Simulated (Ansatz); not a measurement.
## How stiff is this cell of HfO2?

Cell: an entry of the Crystallography Open Database (COD) whose atoms were relaxed with PBE, the cell held.

```
Hf O
1.0
     5.05980    0.00000    0.00000
     0.00000   10.01720    0.00000
     0.00000    0.00000    5.22760
Hf O
8 16
Direct
  0.74515 0.88454 0.96486
  0.24515 0.61546 0.03514
  0.25485 0.38454 0.53514
  0.75485 0.11546 0.46486
  0.25485 0.11546 0.03514
  0.75485 0.38454 0.96486
  0.74515 0.61546 0.46486
  0.24515 0.88454 0.53514
  0.87051 0.79074 0.62402
  0.37051 0.70926 0.37598
  0.12949 0.29074 0.87598
  0.62949 0.20926 0.12402
  0.12949 0.20926 0.37598
  0.62949 0.29074 0.62402
  0.87051 0.70926 0.12402
  0.37051 0.79074 0.87598
  0.50288 0.97644 0.26172
  0.00288 0.52356 0.73828
  0.49712 0.47644 0.23828
  0.99712 0.02356 0.76172
  0.49712 0.02356 0.73828
  0.99712 0.47644 0.26172
  0.50288 0.52356 0.76172
  0.00288 0.97644 0.23828
```

Atom numbers follow the list; atoms alike are taken as one site, whose name carries the number of the first.

Computed with Ansatz: DFT, PBE, plane waves and PAW, scalar-relativistic, 420 eV cutoff, Γ-centred 5×3×5 k-points, Fermi–Dirac smearing 0.02 eV.

The cell is stretched along z (the third Cartesian axis of the run's cell), x and y held, and the ions relax again each time. Tension counts as positive.

| strain along z (%) | stress along z (GPa) | stress along x (GPa) | gap on the k-mesh (eV) |
| --- | --- | --- | --- |
| -3 | -20.4 | -10.4 | 4.34 |
| -2 | -15.5 | -8.7 | 4.36 |
| -1 | -10.7 | -7.1 | 4.35 |
| 0 | -6.0 | -5.6 | 4.33 |
| +1 | ? | ? | ? |
| +2 | 2.8 | -2.8 | 4.27 |
| +3 | 6.8 | -1.6 | 4.24 |

**Question.** Estimate the row at +1 % from the others.

**Answer.** stress along z (GPa): -1.5; stress along x (GPa): -4.2; gap on the k-mesh (eV): 4.30. Worked: parabolas through the other 6 rows give -1.5 and -4.2 GPa at +1 %. Their slopes at zero strain are 455 GPa (the stiffness along z) and 147 GPa (the coupling of z to x). They hold at this cell, where the calculated pressure is 5.6 GPa. The gap doesn't change in one direction over the range: it is largest at -2 % (4.36 eV) and smallest at +3 % (4.24 eV), so no single slope describes it.

PBE gaps are too small, by a third to a half in many semiconductors; their changes with strain are better.

All values belong to this cell and structure model.
